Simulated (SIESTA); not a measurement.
The system is MoSe2.

```
Mo Se
1.0
     3.28800    0.00000    0.00000
    -1.64400    2.84749    0.00000
     0.00000    0.00000   12.90000
Mo Se
2 4
Direct
  0.66667 0.33333 0.75000
  0.33333 0.66667 0.25000
  0.66667 0.33333 0.37500
  0.33333 0.66667 0.87500
  0.66667 0.33333 0.12500
  0.33333 0.66667 0.62500
```

Program: SIESTA 5.4.2. Alike in all runs: task band structure; no spin polarisation; cell as given; k mesh 9 × 9 × 2; smearing fermi-dirac 0.05 eV; grid cutoff 800 Ry. Hardware: 1 thread of Arm Neoverse V1 (shared host).

Question: Order these runs on this cell by their wall time, lowest first.
A. level PBE; potentials or basis PseudoDojo 0.4 standard (PBE files), TZTP (energy shift 0.002 Ry); energy shift 0.002 Ry
B. level PBE; potentials or basis PseudoDojo 0.4 standard (PBE files), TZP (energy shift 0.02 Ry); energy shift 0.02 Ry
C. level vdW-DF2; potentials or basis PseudoDojo 0.4 standard (PBE files), DZP (energy shift 0.002 Ry); energy shift 0.002 Ry

Answer: B (73 s), C (220 s), A (480 s).
